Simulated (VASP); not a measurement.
# TePb (Fm-3m) in VASP: further runs

Aim: see how the results for TePb move with the level of theory and the settings. Levels: PBE, LDA. Tasks: single point.

All numbers are computed with VASP 6.6.1; they aren't measurements. Logs are shortened: lines on timing, memory, paths and dates and some standing lists are left out, and cuts for length are marked.

**Experimental background.**

A printed reference work, monograph reports, for a bulk crystal of TePb at 4.2 K: band gap 0.19 eV (direct).

The results are compared with them further down.

### Step 1. The crystal as given

Symmetry: Fm-3m, No. 225, cubic system. Conventional cell: a = 6.542 Å, b = 6.542 Å, c = 6.542 Å, α = 90.00°, β = 90.00°, γ = 90.00°. Around Te (site symmetry m-3m) lie 6 Pb at 3.27 Å. Around Pb (site symmetry m-3m) lie 6 Te at 3.27 Å.

The cell is a database's computed one.

### Step 2. Single point, PBE

Input file INCAR:

```
SYSTEM = TePb
  ALGO = Normal
  EDIFF = 1E-6
  ENCUT = 520
  GGA = PE
  ISIF = 2
  ISMEAR = 0
  LASPH = .TRUE.
  LCHARG = .FALSE.
  LREAL = .FALSE.
  LWAVE = .FALSE.
  NBANDS = 17
  NELM = 100
  PREC = Accurate
  SIGMA = 0.1
```

Input file KPOINTS:

```
k-points
0
G
  4 4 4
  0 0 0
```

Input file POSCAR:

```
TePb
1.0
    0.0000000000      3.2708968051      3.2708968051
    3.2708968051      0.0000000000      3.2708968051
    3.2708968051      3.2708968051      0.0000000000
Te Pb
1 1
Direct
    0.0000000000      0.0000000000      0.0000000000
    0.5000000000      0.5000000000      0.5000000000
```

Potentials or basis: VASP PAW PBE potentials, release 64 (Te, Pb_d).

Started as:

```bash
> cat potpaw_PBE.64/Te/POTCAR potpaw_PBE.64/Pb_d/POTCAR > POTCAR
> mpirun -np 1 vasp_std > vasp.out
```

OUTCAR:

```text
SYSTEM = TePb
   EDIFF = 1E-6
   ENCUT = 520
   GGA = PE
   ISIF = 2
   ISMEAR = 0
   LASPH = .TRUE.
   LREAL = .FALSE.
   NELM = 100
   PREC = Accurate

 ion  position               nearest neighbor table
   1  0.000  0.000  0.000-   2 3.27   2 3.27   2 3.27   2 3.27   2 3.27   2 3.27
   2  0.500  0.500  0.500-   1 3.27   1 3.27   1 3.27   1 3.27   1 3.27   1 3.27

  LATTYP: Found a face centered cubic cell.
 ALAT       =     6.5417936102

  Lattice vectors:

 A1 = (   0.0000000000,   3.2708968051,   3.2708968051)
 A2 = (   3.2708968051,   0.0000000000,   3.2708968051)
 A3 = (   3.2708968051,   3.2708968051,   0.0000000000)

Analysis of symmetry for initial positions (statically):
=====================================================================
 Subroutine PRICEL returns:
 Original cell was already a primitive cell.

 Routine SETGRP: Setting up the symmetry group for a
 face centered cubic supercell.

 Subroutine GETGRP returns: Found 48 space group operations
 (whereof 48 operations were pure point group operations)
 out of a pool of 48 trial point group operations.

The static configuration has the point symmetry O_h .

Analysis of symmetry for dynamics (positions and initial velocities):
=====================================================================
 Subroutine PRICEL returns:
 Original cell was already a primitive cell.

 Routine SETGRP: Setting up the symmetry group for a
 face centered cubic supercell.

 Subroutine GETGRP returns: Found 48 space group operations
 (whereof 48 operations were pure point group operations)
 out of a pool of 48 trial point group operations.

The dynamic configuration has the point symmetry O_h .

 Subroutine INISYM returns: Found 48 space group operations
 (whereof 48 operations are pure point group operations),
 and found     1 'primitive' translations

----------------------------------------------------------------------------------------

                                     Primitive cell

  volume of cell :      69.9891

  direct lattice vectors                    reciprocal lattice vectors
     0.000000000  3.270896805  3.270896805    -0.152863276  0.152863276  0.152863276
     3.270896805  0.000000000  3.270896805     0.152863276 -0.152863276  0.152863276
     3.270896805  3.270896805  0.000000000     0.152863276  0.152863276 -0.152863276

  length of vectors
     4.625746623  4.625746623  4.625746623     0.264766960  0.264766960  0.264766960

  position of ions in fractional coordinates (direct lattice)
     0.000000000  0.000000000  0.000000000
     0.500000000  0.500000000  0.500000000

  ion indices of the primitive-cell ions
   primitive index   ion index
                 1           1
                 2           2

----------------------------------------------------------------------------------------

 KPOINTS: k-points

Automatic generation of k-mesh.
 Grid dimensions read from file:
 generate k-points for:    4    4    4

 Generating k-lattice:

  Cartesian coordinates                     Fractional coordinates (reciprocal lattice)
    -0.038215819  0.038215819  0.038215819     0.250000000  0.000000000  0.000000000
     0.038215819 -0.038215819  0.038215819     0.000000000  0.250000000  0.000000000
     0.038215819  0.038215819 -0.038215819     0.000000000  0.000000000  0.250000000

  Length of vectors
     0.066191740  0.066191740  0.066191740

  Shift w.r.t. Gamma in fractional coordinates (k-lattice)
     0.000000000  0.000000000  0.000000000

 Subroutine IBZKPT returns following result:
 ===========================================

 Found      8 irreducible k-points:

 Following reciprocal coordinates:
            Coordinates               Weight
  0.000000  0.000000  0.000000      1.000000
  0.250000  0.000000  0.000000      8.000000
  0.500000  0.000000  0.000000      4.000000
  0.250000  0.250000  0.000000      6.000000
  0.500000  0.250000  0.000000     24.000000
 -0.250000  0.250000  0.000000     12.000000
  0.500000  0.500000  0.000000      3.000000
 -0.250000  0.500000  0.250000      6.000000
   k-points           NKPTS =      8   k-points in BZ     NKDIM =      8   number of bands    NBANDS=     17
   number of dos      NEDOS =    301   number of ions     NIONS =      2
   total plane-waves  NPLWV =  46656
   dimension x,y,z NGX =    36 NGY =   36 NGZ =   36
   dimension x,y,z NGXF=    72 NGYF=   72 NGZF=   72
   ions per type =               1   1
   NGX,Y,Z   is equivalent  to a cutoff of  12.94, 12.94, 12.94 a.u.
   NGXF,Y,Z  is equivalent  to a cutoff of  25.88, 25.88, 25.88 a.u.
 SYSTEM =  TePb
   PREC   = accura    normal or accurate (medium, high low for compatibility)
   ISTART =      0    job   : 0-new  1-cont  2-samecut
   ICHARG =      2    charge: 1-file 2-atom 10-const
   ISPIN  =      1    spin polarized calculation?
   LNONCOLLINEAR =      F non collinear calculations
   LSORBIT =      F    spin-orbit coupling
   LASPH  =      T    aspherical Exc in radial PAW
   ENCUT  =  520.0 eV  38.22 Ry    6.18 a.u.   8.60  8.60  8.60*2*pi/ulx,y,z
   NELM   =    100;   NELMIN=  2; NELMDL= -5     # of ELM steps
   EDIFF  = 0.1E-05   stopping-criterion for ELM
   LREAL  =      F    real-space projection
   EDIFFG = 0.1E-04   stopping-criterion for IOM
   NSW    =      0    number of steps for IOM
   IBRION =     -1    ionic relax: 0-MD 1-quasi-New 2-CG
   NFREE  =      0    steps in history (QN), initial steepest desc. (CG)
   ISIF   =      2    stress and relaxation
   ISYM   =      2    0-nonsym 1-usesym 2-fastsym
   POTIM  = 0.5000    time-step for ionic-motion
   TEBEG  =    0.0;   TEEND  =   0.0 temperature during run
   PSTRESS=    0.0 pullay stress
   NELECT =      20.0000    total number of electrons
   NUPDOWN=      -1.0000    fix difference up-down
   EMIN   =  10.00;   EMAX   =-10.00  energy-range for DOS
   EFERMI =   0.00;   METHOD = LEGACY
   ISMEAR =     0;   SIGMA  =   0.10  broadening in eV -4-tet -1-fermi 0-gaus
   EFERMI_NEDOS =   21; number of points for ismear=-14 and -15
   IALGO  =     38    algorithm
   IMIX   =      4    mixing-type and parameters
     AMIX     =   0.40;   BMIX     =  1.00
     AMIX_MAG =   1.60;   BMIX_MAG =  1.00
  volume/ion in A,a.u.               =      34.99       236.15
  Fermi-wavevector in a.u.,A,eV,Ry     =   1.078304  2.037700 15.820039  1.162740
  Thomas-Fermi vector in A             =   2.214239
   LORBIT       =      0    0 simple, 1 ext, 2 COOP (PROOUT), +10 PAW based schemes
   GGA     = PE    functional components
   LHFCALC =     F    Hartree Fock is set to
   AEXX    =    0.0000 exact exchange contribution
   IVDW    =     0    specifies the selected vdW correction
   LEPSILON=     F    determine dielectric tensor
   LRPA    =     F    only Hartree local field effects (RPA)
 non-spin polarized calculation
 Gauss-broadening in eV      SIGMA  =   0.10
  energy-cutoff  :      520.00
  volume of cell :       69.99
 maximum number of plane-waves:      1893
 NGX is ok and might be reduce to    36
   NGX = 17   NGY = 17   NGZ = 17

 number of electron      20.0000001 magnetization

 Free energy of the ion-electron system (eV)
  ---------------------------------------------------
  ext. energy  EPLUGINS =         0.00000000
  ---------------------------------------------------
  free energy    TOTEN  =        -7.51419994 eV

  energy without entropy =       -7.51419994  energy(sigma->0) =       -7.51419994

 E-fermi :   5.5526     XC(G=0):  -9.1386

 val. band max:        5.1485067980   @ k =   0.5000   0.0000   0.0000
 cond. band min:       5.9569811302   @ k =   0.5000   0.0000   0.0000
 fundamental gap:      0.8084743321
 Fermi energy:         5.5526141360

 k-point     1 :       0.0000    0.0000    0.0000
  band No.  band energies     occupation
      1     -11.5155      2.00000
      2     -11.5155      2.00000
      3     -11.5087      2.00000
      4     -11.5087      2.00000
      5     -11.5087      2.00000
      6      -6.5649      2.00000
      7      -0.5337      2.00000
      8       3.9472      2.00000
      9       3.9472      2.00000
     10       3.9472      2.00000
     11       9.1894      0.00000
     12       9.1894      0.00000
     13       9.1894      0.00000
     14      11.0354      0.00000
     15      11.0354      0.00000
     16      11.0354      0.00000
     17      12.6259      0.00000

 k-point     2 :       0.2500    0.0000    0.0000
  band No.  band energies     occupation
      1     -11.5214      2.00000
      2     -11.5214      2.00000
      3     -11.5074      2.00000
      4     -11.5015      2.00000
      5     -11.5015      2.00000
      6      -6.0737      2.00000
      7      -1.8030      2.00000
      8       4.1031      2.00000
      9       4.1031      2.00000
     10       4.5467      2.00000
     11       7.2959      0.00000
     12       7.6446      0.00000
     13       7.6446      0.00000
     14      11.1771      0.00000
     15      12.0972      0.00000
     16      12.0972      0.00000
     17      15.2884      0.00000

 k-point     3 :       0.5000    0.0000    0.0000
  band No.  band energies     occupation
      1     -11.5279      2.00000
      2     -11.5279      2.00000
      3     -11.5063      2.00000
      4     -11.4937      2.00000
      5     -11.4937      2.00000
      6      -5.2243      2.00000
      7      -3.2460      2.00000
      8       4.3812      2.00000
      9       4.3812      2.00000
     10       5.1485      2.00000
     11       5.9570      0.00000
     12       6.5147      0.00000
     13       6.5147      0.00000
     14      13.5003      0.00000
     15      14.3129      0.00000
     16      14.4084      0.00000
     17      14.4084      0.00000

 k-point     4 :       0.2500    0.2500    0.0000
  band No.  band energies     occupation
      1     -11.5364      2.00000
      2     -11.5128      2.00000
      3     -11.5107      2.00000
      4     -11.4979      2.00000
      5     -11.4979      2.00000
      6      -5.9229      2.00000
      7      -1.6682      2.00000
      8       3.1800      2.00000
      9       3.1800      2.00000
     10       3.8771      2.00000
     11       7.7080      0.00000
     12       9.3538      0.00000
     13       9.5949      0.00000
     14       9.5949      0.00000
     15      13.5109      0.00000
     16      13.5811      0.00000
     17      13.5813      0.00000

 k-point     5 :       0.5000    0.2500    0.0000
  band No.  band energies     occupation
      1     -11.5459      2.00000
      2     -11.5162      2.00000
      3     -11.5086      2.00000
      4     -11.4944      2.00000
      5     -11.4908      2.00000
      6      -5.1400      2.00000
      7      -2.7157      2.00000
      8       2.1869      2.00000
      9       3.2073      2.00000
     10       3.4083      2.00000
     11       8.3171      0.00000
     12       8.5622      0.00000
     13       9.5788      0.00000
     14      10.4264      0.00000
     15      14.2766      0.00000
     16      14.8220      0.00000
     17      15.5565      0.00000

 k-point     6 :      -0.2500    0.2500    0.0000
  band No.  band energies     occupation
      1     -11.5312      2.00000
      2     -11.5241      2.00000
      3     -11.5029      2.00000
      4     -11.4980      2.00000
      5     -11.4972      2.00000
      6      -5.3923      2.00000
      7      -2.6421      2.00000
      8       2.2887      2.00000
      9       4.2048      2.00000
     10       4.5963      2.00000
     11       6.8362      0.00000
     12       6.9868      0.00000
     13       9.7818      0.00000
     14      12.0012      0.00000
     15      12.4565      0.00000
     16      13.7116      0.00000
     17      14.4926      0.00000

 k-point     7 :       0.5000    0.5000    0.0000
  band No.  band energies     occupation
      1     -11.5661      2.00000
      2     -11.5170      2.00000
      3     -11.5059      2.00000
      4     -11.4865      2.00000
      5     -11.4865      2.00000
      6      -5.0119      2.00000
      7      -2.0862      2.00000
      8       0.9426      2.00000
      9       2.5649      2.00000
     10       2.5649      2.00000
     11       8.6026      0.00000
     12      10.4971      0.00000
     13      10.4971      0.00000
     14      11.6526      0.00000
     15      15.1742      0.00000
     16      15.8543      0.00000
     17      16.1238      0.00000

 k-point     8 :      -0.2500    0.5000    0.2500
  band No.  band energies     occupation
      1     -11.5511      2.00000
      2     -11.5165      2.00000
      3     -11.5022      2.00000
      4     -11.5022      2.00000
      5     -11.4865      2.00000
      6      -4.8652      2.00000
      7      -2.7036      2.00000
      8       1.6254      2.00000
      9       1.6254      2.00000
     10       4.8538      2.00000
     11       6.8638      0.00000
     12      10.3613      0.00000
     13      10.3613      0.00000
     14      11.9210      0.00000
     15      11.9210      0.00000
     16      16.0447      0.00000
     17      16.1088      0.00000

------------------------ aborting loop because EDIFF is reached ----------------------------------------

  FORCE on cell =-STRESS in cart. coord.  units (eV):
  Direction    XX          YY          ZZ          XY          YZ          ZX
  --------------------------------------------------------------------------------------
  -------------------------------------------------------------------------------------
  Total        0.1928596      0.1928596      0.1928596     -0.0000000      0.0000000     -0.0000000
  in kB        4.4149049      4.4149049      4.4149049     -0.0000000      0.0000000     -0.0000000
  external PRESSURE =       4.4149049 kB  Pullay stress =       0.0000000 kB

 VOLUME and BASIS-vectors are now :
 -----------------------------------------------------------------------------
  energy-cutoff  :      520.00
  volume of cell :       69.99
      direct lattice vectors                 reciprocal lattice vectors
     0.000000000  3.270896805  3.270896805    -0.152863276  0.152863276  0.152863276
     3.270896805  0.000000000  3.270896805     0.152863276 -0.152863276  0.152863276
     3.270896805  3.270896805  0.000000000     0.152863276  0.152863276 -0.152863276

 POSITION                                       TOTAL-FORCE (eV/Angst)
 -----------------------------------------------------------------------------------
      0.00000      0.00000      0.00000        -0.000000     -0.000000      0.000000
      3.27090      3.27090      3.27090         0.000000      0.000000     -0.000000
 -----------------------------------------------------------------------------------
    total drift:                                0.000000      0.000000      0.000000

  FREE ENERGIE OF THE ION-ELECTRON SYSTEM (eV)
  ---------------------------------------------------
  free  energy   TOTEN  =        -7.5141999404 eV

  energy  without entropy=       -7.5141999398  energy(sigma->0) =       -7.51419994
```

Run time: 7 s. Hardware: 1 thread of AMD EPYC 9R45 (Zen 5), shared host; peak memory 0.17 GiB.

What came out:

```
Free energy            : -7.5142 eV
Pressure               : 0.4 GPa
Band gap on the k mesh : 0.81 eV, direct
```

Caveat: spin-orbit coupling is left out, which as a rule narrows the gap of such compounds by several tenths of an eV.

### Step 3. Single point, LDA

This run uses another cell than the first one, of 46.54 Å³/atom, 1.330 times its volume.

Input file INCAR:

```
PREC = Accurate ; ENCUT = 520
EDIFF = 1E-6 ; ISMEAR = 0
SIGMA = 0.01 ; LREAL = F
LASPH = T ; NELM = 80
ALGO = Normal ; ISIF = 2
LWAVE = F ; LCHARG = F
GGA = CA ; NBANDS = 17
```

Input file KPOINTS:

```
Automatic mesh
0
Gamma
  4 4 4
```

Input file POSCAR:

```
TePb
1.0
    0.0000000000      3.5970851864      3.5970851864
    3.5970851864      0.0000000000      3.5970851864
    3.5970851864      3.5970851864      0.0000000000
Te Pb
1 1
Direct
    0.0000000000      0.0000000000      0.0000000000
    0.5000000000      0.5000000000      0.5000000000
```

Potentials or basis: VASP PAW LDA potentials, release 64 (Te, Pb_d).

Started as:

```bash
> cat potpaw_LDA.64/Te/POTCAR potpaw_LDA.64/Pb_d/POTCAR > POTCAR
> mpirun -np 1 vasp_std > vasp.out
```

Run time: 6.8 s. Hardware: 1 thread of AMD EPYC 9R45 (Zen 5), shared host; peak memory 0.16 GiB.

Results (log left out):

```yaml
Free_energy: -7.8273 eV
Pressure: -7.7 GPa
Band_gap_on_the_k_mesh: 0.91 eV, indirect (least direct gap 0.97 eV)
```

Levels at points of the mesh, in eV from the valence-band top:
| k point | band 6 | band 7 | band 8 | band 9 | band 10 | band 11 | band 12 | band 13 | band 14 | band 15 |
| --- | --- | --- | --- | --- | --- | --- | --- | --- | --- | --- |
| (0.00, 0.00, 0.00) | -10.10 | -6.51 | -0.48 | -0.48 | -0.48 | 3.34 | 3.34 | 3.34 | 6.12 | 6.18 |
| (0.50, 0.00, 0.00) | -9.36 | -7.67 | -0.16 | -0.16 | -0.06 | 0.91 | 1.57 | 1.57 | 7.69 | 8.35 |
| (0.50, 0.50, 0.00) | -9.31 | -7.23 | -2.55 | -1.42 | -1.42 | 4.11 | 4.11 | 4.22 | 4.79 | 8.84 |

Caveat: spin-orbit coupling is left out, which as a rule narrows the gap of such compounds by several tenths of an eV.

(Part 1 of 2 ends here.)
